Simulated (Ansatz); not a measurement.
**Te and the effect of the functional**

Space group P3_121 (No. 152). a = 4.454 Å, b = 4.454 Å, c = 5.924 Å, α = 90.00°, β = 90.00°, γ = 120.00°
```
atom  site  symmetry       x       y       z
  Te    3a       .2.  0.7310  0.7310  0.0000
```

Kept alike: task equation of state; k mesh 7 × 7 × 5; occupations fermi-dirac, width 0.05 eV; no spin polarisation. Program: Ansatz, Ansatz PAW. Cutoffs run from 420 to 500 eV. The mesh is that of the run's cell of 3 atoms. No spin-orbit coupling.

| run | volume (Å³/atom) | bulk modulus (GPa) |
| --- | --- | --- |
| A | 34.964 | 44.7 |
| B | 32.627 | 54.7 |
| C | 34.538 | 48.1 |

Volume and modulus come from cells scaled at fixed shape and fractions; off cubic symmetry such a modulus can lie above the relaxed one. All rows use potentials made for PBE.

**Question.** The runs differ in the functional (and the cutoff that goes with it) alone: LDA; PBE; r2SCAN. Which run is which?

**Answer.** Run A is PBE; run B is LDA; run C is r2SCAN. The volume runs from 32.627 (LDA) to 34.964 Å³/atom (PBE). From PBE: LDA -2.337; r2SCAN -0.426. The bulk modulus runs from 44.7 (PBE) to 54.7 GPa (LDA). From PBE: LDA +10.0; r2SCAN +3.4.
